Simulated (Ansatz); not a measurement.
The system is MgO.

```
Mg O
1.0
     0.00000    2.09700    2.09700
     2.09700    0.00000    2.09700
     2.09700    2.09700    0.00000
Mg O
1 1
Direct
  0.00000 0.00000 0.00000
  0.50000 0.50000 0.50000
```

The cell is a database's computed one.

Base run:

| Item | Value |
| --- | --- |
| Program | Ansatz 0.2.0 |
| Functional | BLYP |
| Potentials or basis | all-electron LAPW, scalar-relativistic |
| Cutoff | 316 eV |
| Density cutoff | 1265 eV |
| Basis error allowed | 0.001 eV/atom |
| k mesh | 11 × 11 × 11 |
| Occupations | fermi-dirac, width 0.05 eV |
| Spin | no spin polarisation |

Its results: band gap on the k mesh 5.14 eV, direct; pressure 9.5 GPa.

The run is repeated on the same cell with these changes: functional from BLYP to PBEsol. What comes out?

Band gap on the k mesh 4.76 eV, direct; pressure 2.4 GPa.

PBEsol binds more tightly than BLYP, so the same cell stands under less pressure.

Not every run made on this cell is shown here.
